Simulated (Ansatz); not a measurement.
Here is an Ansatz 0.2.0 calculation.

Contents of input.yaml:

```yaml
crystal:
  lattice:
    - [0.0, 3.0315, 3.0315]
    - [3.0315, 0.0, 3.0315]
    - [3.0315, 3.0315, 0.0]
  atoms:
    - { symbol: I, position: [0.0, 0.0, 0.0] }
    - { symbol: Cu, position: [0.75, 0.75, 0.75] }
kpoints:
  mp_grid: { grid: [8, 8, 8] }
scf:
  occupations: { method: fermi_dirac, width: 0.05 }
hamiltonian:
  xc: blyp
  dispersion: d3bj
  pseudopotentials: { kind: all_electron, lapw: { basis_error: 0.001 } }
output:
  forces: true
  stress: true
relax:
  f_tol: 0.02
  max_steps: 60
  cell: {}
```

Potentials or basis: all-electron LAPW, scalar-relativistic.

Launch:

```console
$ ansatz run input.yaml --threads 1 --pin off --max-ram 3072MiB --backend cpu --events-out ev --progress --plain --runs-dir out
```

Predict the band gap on the k mesh.

1.28 eV.

What does it give for the space group after relaxing (to 0.05 Å)?

F-43m (No. 216).

Final structure:
```cif
data_structure
_symmetry_space_group_name_H-M 'P 1'
_symmetry_Int_Tables_number 1
_cell_length_a 4.2272
_cell_length_b 4.2272
_cell_length_c 4.2272
_cell_angle_alpha 60.000
_cell_angle_beta 60.000
_cell_angle_gamma 60.000
_cell_volume 53.41
loop_
_atom_site_label
_atom_site_type_symbol
_atom_site_fract_x
_atom_site_fract_y
_atom_site_fract_z
_atom_site_occupancy
I1 I 0.00000 0.00000 0.00000 1
Cu1 Cu 0.75000 0.75000 0.75000 1
```

Caveat: spin-orbit coupling is left out, which moves the levels of the heavy elements. A k mesh can miss the band edges.
